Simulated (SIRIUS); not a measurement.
Ge:

```
Ge
1.0
     0.00000    2.82891    2.82891
     2.82891    0.00000    2.82891
     2.82891    2.82891    0.00000
Ge
2
Cartesian
  4.2434 4.2434 4.2434
  2.8289 2.8289 2.8289
```

Base run:

```yaml
Program: SIRIUS 7.12.0
Functional: OLYP
Potentials_or_basis: PseudoDojo 0.4.1 PBE standard (scalar relativistic)
Cutoff: 1078 eV
Density_cutoff: 4311 eV
k_mesh: 8 × 8 × 8
Occupations: fermi-dirac, width 0.05 eV
Spin: no spin polarisation
```

Its results: band gap on the k mesh 0.31 eV; pressure 5.5 GPa.

**Question.** The run is repeated on the same cell with these changes: functional from OLYP to N12; libxc names from ["XC_GGA_X_OPTX", "XC_GGA_C_LYP"] to ["XC_GGA_X_N12", "XC_GGA_C_N12"]. What comes out?

**Answer.** Band gap on the k mesh 0.00 eV; pressure 0.6 GPa.

Caveats: the potentials were made for another functional, which shifts forces and pressure.

A k mesh can miss the band edges.
